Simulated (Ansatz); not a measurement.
# Sc: the change of pressure and energy above lowest point with volume per atom

All results are calculated (Ansatz 0.2.0 development build). Equation of state of a cubic crystal from periodic Kohn-Sham density functional theory without spin; pressure corrected for the finite basis.

Cell of the first row (space group Fd-3m, No. 227):
```
cell vectors (Å)
   0.0000     3.1865     3.1865
   3.1865     0.0000     3.1865
   3.1865     3.1865     0.0000
atoms (fractions of the cell vectors)
Sc  0.00000  0.00000  0.00000
Sc  0.25000  0.25000  0.25000
```

Settings of every row: formula Sc; structure type diamond; functional PBE; spin treatment none; k mesh 15x15x15; occupation method fermi-dirac; occupation width 0.061225619 eV; wave cutoff 700 eV; datasets hard PAW; density cutoff ratio 4.

Limits: a cubic model structure, not a phase known at ambient conditions; no spin polarisation, a magnetic state may lie lower; the SCF threshold is loose for a stress in some rows.

| row | volume per atom (Å³) | pressure (GPa) | energy above lowest point (meV/atom) |
| --- | --- | --- | --- |
| 1 | 32.356 | 0.641 | 3.83 |
| 2 | 33.044 | 0.39 | 1.63 |
| 3 | 33.733 | 0.185 | 0.41 |
| 4 | 34.421 | 0.009 | 0 |
| 5 | 35.11 | -0.149 | 0.31 |
| 6 | 35.798 | ? | ? |
| 7 | 36.486 | -0.425 | 2.8 |

Question: what pressure and energy above lowest point should row 6 give?

Worked fit of pressure. Take u = (V_r/V)^(2/3) − 1 with V_r = 34.077 Å³ an atom, which is twice the finite (Eulerian) strain; such expansions in the strain, on which the Birch-Murnaghan equation of state is built, carry the rest volume and the bulk modulus. The shown rows have u = 0.03515, 0.02073, 0.00679, -0.00667, -0.01971, -0.04452. Least squares give pressure = 0.0927 + 13.079 × u + 54.13 × u² + 487 × u³ GPa; a parabola predicts inner rows, each left out in turn, worse (root mean square 0.0096 against 0.0028 GPa). The rows lie off it by 0.001, -0.001, 0.001, 0.001, -0.001, 0.000. The pressure vanishes at u = -0.0073, or V = 34.45 Å³ an atom, and there the bulk modulus at fixed shape and fractions is B = −V dP/dV = (2/3)(1 + u) dP/du = 8.18 GPa. The withheld row has u = -0.03231, so the fit gives 0.0927 + 13.079 × (-0.03231) + 54.13 × (-0.03231)² + 487 × (-0.03231)³ = -0.290 GPa.

The calculation gave -0.292 GPa. The fit lies 0.002 GPa (0.19 % of the column's range) above it; its largest miss of a shown row is 0.001 GPa.

Worked fit of energy above lowest point. Take u = (V_r/V)^(2/3) − 1 with V_r = 34.077 Å³ an atom, which is twice the finite (Eulerian) strain; such expansions in the strain, on which the Birch-Murnaghan equation of state is built, carry the rest volume and the bulk modulus. The shown rows have u = 0.03515, 0.02073, 0.00679, -0.00667, -0.01971, -0.04452. Least squares give energy above lowest point = 0.101 + 29.92 × u + 2106.2 × u² + 1645 × u³ meV/atom; a parabola predicts inner rows, each left out in turn, worse (root mean square 0.033 against 0.018 meV/atom). The rows lie off it by 0.00, -0.01, 0.01, 0.01, -0.01, 0.00. Its lowest point lies at u = -0.0072, or V = 34.45 Å³ an atom, and the curvature there gives the bulk modulus at fixed shape and fractions, B = (4/9)(1 + u)² E″(u)/V = 8.44 GPa. The withheld row has u = -0.03231, so the fit gives 0.101 + 29.92 × (-0.03231) + 2106.2 × (-0.03231)² + 1645 × (-0.03231)³ = 1.28 meV/atom.

The calculation gave 1.26 meV/atom. The fit lies 0.02 meV/atom (1.6 % of the value, 0.52 % of the column's range) above it; its largest miss of a shown row is 0.01 meV/atom.
